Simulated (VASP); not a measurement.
## BaZrO3: polarisation by the Berry phase

Wanted: a Born charge of BaZrO3 from Berry phases. The cell has space group Pm-3m. The start is a cell from a database of measured crystal structures.

Main program and level: VASP 6.6.1; PBE; plane waves and PAW (Ba_sv, Zr_sv, O), in the first sound run; inputs show where later runs differ.

Report form: the programs' logs are mostly left out.

### 1. The starting structure

The structure is cubic, space group Pm-3m (No. 221). Conventional cell: a = 4.191 Å, b = 4.191 Å, c = 4.191 Å, α = 90.00°, β = 90.00°, γ = 90.00°. Nearest to Ba lie 12 O at 2.96 Å. Nearest to Zr lie 6 O at 2.10 Å. O has 2 Zr at 2.10 Å and 4 Ba at 2.96 Å nearest. Farther neighbours and most contacts between anions are not listed.

### 2. Relaxation

The atoms are relaxed first inside the given cell, which is kept (ISIF = 2), since the response to fields depends on the positions.

Contents of INCAR:

```
SYSTEM = BaZrO3
PREC = Accurate
ENCUT = 520
EDIFF = 1E-06
NELM = 100
ISMEAR = 0
SIGMA = 0.05
LREAL = .FALSE.
ALGO = Normal
GGA = PE
NBANDS = 26
LWAVE = .FALSE.
LCHARG = .FALSE.
KPAR = 2
IBRION = 2
NSW = 60
ISIF = 2
EDIFFG = -0.01
```

Contents of POSCAR:

```
BaZrO3
1.0
    4.1913400000      0.0000000000      0.0000000000
    0.0000000000      4.1913400000      0.0000000000
    0.0000000000      0.0000000000      4.1913400000
Ba Zr O
1 1 3
Direct
    0.0000000000      0.0000000000      0.0000000000
    0.5000000000      0.5000000000      0.5000000000
    0.0000000000      0.5000000000      0.5000000000
    0.5000000000      0.0000000000      0.5000000000
    0.5000000000      0.5000000000      0.0000000000
```

Contents of KPOINTS:

```
Automatic mesh
0
Gamma
5 5 5
0 0 0
```

PAW data sets: Ba_sv, Zr_sv and O (PBE family, release 64).

Started as:

```
mpirun -np 2 vasp_std
```

Elapsed: 20 s, on 2 MPI ranks of AMD EPYC 7R43, shared host; peak memory 0.3 GiB.

Harder data sets than Ba_sv exist (the GW ones), and pressures, volumes and forces can shift noticeably with them. The run keeps the 48 symmetry operations of its start, so it cannot find a distortion of lower symmetry.

The forces vanish from the start, and no atom moves.

Numbers from this step:

| Quantity | Value |
| --- | --- |
| free energy (TOTEN) | -41.68 eV |
| Fermi energy | 4.066 eV |
| pressure | 5.106 GPa |

The forces stay under 1e-4 eV/Å.

### 3. Ground state

This step: r2SCAN; plane waves and PAW (Ba_sv, Zr_sv, O) (VASP 6.6.1).

A ground-state run shows first whether the cell has a gap, which the next steps need; its size sets how fine their mesh has to be.

Contents of INCAR:

```
SYSTEM = BaZrO3
PREC = Accurate
ENCUT = 520
EDIFF = 1E-07
NELM = 100
ISMEAR = 0
SIGMA = 0.01
LREAL = .FALSE.
ALGO = Normal
METAGGA = R2SCAN
LASPH = .TRUE.
NBANDS = 26
LORBIT = 11
LWAVE = .FALSE.
LCHARG = .FALSE.
KPAR = 2
```

POSCAR is that of step 2.

Contents of KPOINTS:

```
Automatic mesh
0
Gamma
6 6 6
0 0 0
```

Started as:

```
mpirun -np 2 vasp_std
```

Wall time 2 min (2 MPI ranks); peak memory 0.35 GiB.

The gap is read on the k-mesh alone, so it is an upper bound where the band edges lie off the mesh. The PAW data sets were made with PBE, which is usual practice but a small mismatch for other functionals.

This step gave:

* free energy (TOTEN): -85.0964 eV
* Fermi energy: 3.555 eV
* pressure: 2.715 GPa
* gap on the k-mesh: 3.703 eV
* least direct gap on the k-mesh: 3.947 eV

The cell has a gap of 3.70 eV on this mesh and a pressure of +2.7 GPa, which holds the misfit of the given cell and coordinates with this functional, and any error of cutoff, mesh and data sets. Spin-orbit coupling is left out, which can shift or reorder these edges.

### 4. Berry phase, displacement (A) -0.1

This step: r2SCAN, displaced atoms; plane waves and PAW (Ba_sv, Zr_sv, O) (VASP 6.6.1).

One atom is moved along a line, and LCALCPOL gives the Berry-phase dipole at each place.

Contents of INCAR:

```
SYSTEM = BaZrO3
PREC = Accurate
ENCUT = 520
EDIFF = 1E-08
NELM = 100
ISMEAR = 0
SIGMA = 0.01
LREAL = .FALSE.
ALGO = Normal
METAGGA = R2SCAN
LASPH = .TRUE.
NBANDS = 26
LWAVE = .FALSE.
LCHARG = .FALSE.
KPAR = 2
LCALCPOL = .TRUE.
DIPOL = 0.125 0.125 0.125
```

Edit POSCAR of step 3 so:

```diff
@@ -12,2 +12,2 @@
     0.5000000000      0.0000000000      0.5000000000
-    0.5000000000      0.5000000000      0.0000000000
+    0.5000000000      0.5000000000     -0.0238587182
```

KPOINTS is that of step 3.

Started as:

```
mpirun -np 2 vasp_std
```

Elapsed: 4.8 min, on 2 MPI ranks; peak memory 0.43 GiB.

This step gave:

| Property | Result |
| --- | --- |
| free energy (TOTEN) | -85.0289 eV |
| Fermi energy | 3.550 eV |
| pressure | 3.496 GPa |
| dipole ionic | 29.34, 29.34, 28.74 e·Å |
| dipole electronic | 0, 0, 1.067 e·Å |
| polarization branch | 638.4, 638.4, 648.6 uC/cm², modulo the quantum |
| gap on the k-mesh | 3.713 eV |
| least direct gap on the k-mesh | 3.978 eV |

At -0.1 Å the ionic and electronic dipoles along z are 28.739 and 1.067 e Å.

### 5. Berry phase, displacement (A) -0.05

The next place on the path.

INCAR is that of step 4.

Edit POSCAR of step 4 so:

```diff
@@ -12,2 +12,2 @@
     0.5000000000      0.0000000000      0.5000000000
-    0.5000000000      0.5000000000     -0.0238587182
+    0.5000000000      0.5000000000     -0.0119293591
```

KPOINTS is that of step 4.

Started as:

```
mpirun -np 2 vasp_std
```

Elapsed: 4.5 min, on 2 MPI ranks; peak memory 0.45 GiB.

At -0.05 Å the ionic and electronic dipoles along z are 29.039 and 0.534 e Å.

### 6. Berry phase, displacement (A) 0

This step: r2SCAN; plane waves and PAW (Ba_sv, Zr_sv, O) (VASP 6.6.1).

INCAR is that of step 5.

Edit POSCAR of step 5 so:

```diff
@@ -12,2 +12,2 @@
     0.5000000000      0.0000000000      0.5000000000
-    0.5000000000      0.5000000000     -0.0119293591
+    0.5000000000      0.5000000000      0.0000000000
```

KPOINTS is that of step 5.

Started as:

```
mpirun -np 2 vasp_std
```

Run time: 2.5 min. Hardware: 2 MPI ranks; peak memory 0.38 GiB.

At the undisplaced site the ionic and electronic dipoles along z are 29.339 and 0.000 e Å.

### 7. Berry phase, displacement (A) 0.05

This step: r2SCAN, displaced atoms; plane waves and PAW (Ba_sv, Zr_sv, O) (VASP 6.6.1).

INCAR is that of step 6.

Edit POSCAR of step 6 so:

```diff
@@ -12,2 +12,2 @@
     0.5000000000      0.0000000000      0.5000000000
-    0.5000000000      0.5000000000      0.0000000000
+    0.5000000000      0.5000000000      0.0119293591
```

KPOINTS is that of step 6.

Started as:

```
mpirun -np 2 vasp_std
```

Elapsed: 4.2 min, on 2 MPI ranks; peak memory 0.43 GiB.

At +0.05 Å the ionic and electronic dipoles along z are 29.639 and -0.534 e Å.

### 8. Berry phase, displacement (A) 0.1

INCAR is that of step 7.

Edit POSCAR of step 7 so:

```diff
@@ -12,2 +12,2 @@
     0.5000000000      0.0000000000      0.5000000000
-    0.5000000000      0.5000000000      0.0119293591
+    0.5000000000      0.5000000000      0.0238587182
```

KPOINTS is that of step 7.

Started as:

```
mpirun -np 2 vasp_std
```

The job ended after 4.6 min (2 MPI ranks; peak memory 0.43 GiB).

At +0.1 Å the ionic and electronic dipoles along z are 29.939 and -1.067 e Å.

### 9. Summary

This step: Born charge from Berry-phase polarisation, r2SCAN; plane waves and PAW (VASP 6.6.1).

No new run; the numbers come from the runs before.

This step gave:

```yaml
born_charge_column_from_the_berry_phase: 0, 0, -4.668 e
force_constant: 13.76 eV/Å²
```

The change of polarisation, branches joined, z by displacement:

```
displacement (Å)  change of polarisation, branches joined, z (uC/cm²)
         -0.1000                                                 10.2
         -0.0500                                                 5.09
          0.0000                                                    0
          0.0500                                                -5.09
          0.1000                                                -10.2
```

Energy above the lowest point against displacement:

```
displacement (Å)  energy above the lowest point (meV)
         -0.1000                                 67.4
         -0.0500                                 16.5
          0.0000                                    0
          0.0500                                 16.5
          0.1000                                 67.4
```

### 10. Summary of results

```yaml
born_charge_column_from_the_berry_phase: 0.00, 0.00, -4.67 e
force_constant: 13.8 eV/Å²
```

In words: The Berry phase gives O5 a Born charge of -4.67 e along z. The dipole is defined up to a lattice vector times e, so only its changes along the path are used. Charge and force constant come from straight lines through all places from -0.1 to +0.1 Å, so they hold the curvature of the path, and the values at the undisplaced site can differ by some per cent. The force constant is minus the slope of the force on the moved atom, whose periodic images move with it while all else is held. The mesh of the Berry phase wasn't tested for convergence. Not tabulated here, as repeats of values shown or as unfit to read for their mesh, reference level or band range: gaps (relaxation).

[Lines on the potential files, build, host, timing and source positions are cut from VASP's logs without a mark.]

[Logs are printed without paths, hosts, clocks, repeated set-up lines and the standing remarks that a program may print on its own settings, such as how far it seeks lower states.]

[Hosts, paths, dates, database ids (printed as entryN), source tags and the programs' standing remarks are cut or masked in the printed files.]
